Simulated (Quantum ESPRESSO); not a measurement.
# BAs: equation of state with PBE+D3(BJ)

**What was measured.**

“Basic Physical Properties of Cubic Boron Arsenide”, 2019, arxiv:1911.11281 quotes, for a bulk crystal of BAs: bulk modulus 148 GPa.

The system is BAs.

```
CELL_PARAMETERS angstrom
0.00000 2.38850 2.38850
2.38850 0.00000 2.38850
2.38850 2.38850 0.00000
ATOMIC_POSITIONS crystal
As 0.75000 0.75000 0.75000
B 0.00000 0.00000 0.00000
```

```yaml
Program: Quantum ESPRESSO 7.5
Task: equation of state
Functional: PBE
Dispersion: D3(BJ)
Potentials_or_basis: PseudoDojo 0.4.1 SR PBE standard
Cutoff: 1143 eV
Density_cutoff: 4572 eV
k_mesh: 10 × 10 × 10
Occupations: fermi-dirac, width 0.05 eV
Spin: no spin polarisation
Mixing_beta: 0.5
Most_SCF_iterations: 120
SCF_threshold: 4e-10 Ry
```

* Equilibrium volume: 13.56 Å³/atom
* Bulk modulus: 139 GPa
* Pressure derivative of the bulk modulus: 4.2

Energy against volume, from the lowest point:
```
volume (Å³/atom)  energy (meV/atom)
          12.809              19.83
          13.081               7.72
          13.354               1.30
          13.626               0.00
          13.899               3.34
          14.171              10.85
          14.444              22.11
```

All runs of the series together: 3.3 min on 1 thread of Arm Neoverse V1, on a shared host.

A measured bulk modulus of BAs is 148 GPa (quoted in “Basic Physical Properties of Cubic Boron Arsenide”, 2019, arxiv:1911.11281); the calculated 139 GPa misses it by -6.4 %. The fit is for a static lattice scaled at fixed shape and fixed fractional positions.
